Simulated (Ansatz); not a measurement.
# What a change of settings does to a run on Li

The cell was built from the fcc type and relaxed in the same program; it needn't be a known or the stable phase. The listed cell was then made from it by scaling, straining or moving an atom.

First run: DFT, PBE, PAW with Ansatz's default frozen-core files, scalar-relativistic (Ansatz 0.2.0).

Command: `ansatz run input.yaml --threads 1 --pin off --max-ram 2048MiB --backend cpu --events-out ev --progress --plain --runs-dir out` The run took 2.2 s on 1 thread of AMD EPYC 7R43 64-Core Processor (Zen 3), with other jobs on the host.

```yaml
crystal:
  lattice:
    - [0.0, 2.1792880132, 2.1792880132]
    - [2.1792880132, 0.0, 2.1792880132]
    - [2.1792880132, 2.1792880132, 0.0]
  atoms:
    - { symbol: Li, position: [0.0, 0.0, 0.0] }
kpoints:
  mp_grid: { grid: [17, 17, 17] }
scf:
  occupations: { method: fermi_dirac, width: 0.08 }
hamiltonian:
  xc: pbe
  pseudopotentials: { kind: paw }
output:
  forces: true
  stress: true
  eigenvalues: true
  efg: { contact_densities: true }
  write_density: true
  write_potential: true
  elf: true
  volumetric_format: npy
```

Result: converged; pressure -0.30 GPa; 6 SCF iterations.

The input is then changed:

```diff
@@ -9,5 +9,6 @@
   mp_grid: { grid: [17, 17, 17] }
 scf:
-  occupations: { method: fermi_dirac, width: 0.08 }
+  occupations: { method: gaussian, width: 0.01 }
+  convergence: { dr2_threshold: 1.0e-05 }
 hamiltonian:
   xc: pbe
@@ -18,7 +19,3 @@
   eigenvalues: true
   efg: { contact_densities: true }
-  write_density: true
-  write_potential: true
-  elf: true
-  volumetric_format: npy
```

What does the second run give?

It converged; energy at zero smearing +0.5 meV/atom from the first run; pressure -0.28 GPa; 6 SCF iterations. Some of these settings are too coarse for converged properties.
